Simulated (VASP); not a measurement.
Set up this calculation in VASP 6.6.1, as the native input.

| Item | Value |
| --- | --- |
| Task | relaxation of cell and atoms |
| Functional | PBE |
| Dispersion | D3(BJ) |
| Potentials or basis | VASP PAW PBE potentials, release 64 (B, N) |
| Cutoff | 520 eV |
| k mesh | 15 × 15 × 6 |
| Occupations | gaussian, width 0.02 eV |
| Spin | no spin polarisation |
| Further INCAR settings | ALGO = Fast; EDIFF = 1e-07; AMIX = 0.2; IBRION = 2; EDIFFG = -0.002; NSW = 80; ISIF = 3 |

The structure of BN lies in POSCAR:

```
BN                                      
1.0
    2.5068191238      0.0000000000      0.0000000000
   -1.2534095619      2.1709690391      0.0000000000
    0.0000000000      0.0000000000      6.5862701205
  B               N             
     2     2
Direct
     0.3333333300000021    0.6666666699999979    0.2500000000000000
     0.6666666699999979    0.3333333300000021    0.7500000000000000
     0.3333333300000021    0.6666666699999979    0.7500000000000000
     0.6666666699999979    0.3333333300000021    0.2500000000000000
```

One way to write it, as run:

INCAR

```
PREC = Accurate
ENCUT = 520
EDIFF = 1E-7
ISMEAR = 0
SIGMA = 0.02
LREAL = False
LASPH = True
NELM = 100
ALGO = Fast
ISIF = 3
LWAVE = False
LCHARG = False
GGA = PE
IVDW = 12
IBRION = 2
NSW = 80
EDIFFG = -0.002
AMIX = 0.2
```

KPOINTS

```
regular mesh
0
Gamma
  15 15 6
```

Potentials or basis: VASP PAW PBE potentials, release 64 (B, N).

Run with:

```sh
$ cat potpaw_PBE.64/B/POTCAR potpaw_PBE.64/N/POTCAR > POTCAR
$ mpirun -np 1 vasp_std > vasp.out
```

Results of the run:

```json
{
  "Pressure after relaxing": "0.0 GPa",
  "Band gap on the k mesh": "4.27 eV, indirect (least direct gap 4.63 eV)",
  "Dispersion energy per atom": "-0.142 eV"
}
```

Caveat: the relaxation stopped at its first step, so nothing moved; an odd mesh through Γ misses points on the zone boundary, where band edges often lie.

Wall time 42 s on 1 thread of Intel(R) Xeon(R) Platinum 8488C (Sapphire Rapids), with other jobs on the host, peak memory 0.18 GiB.
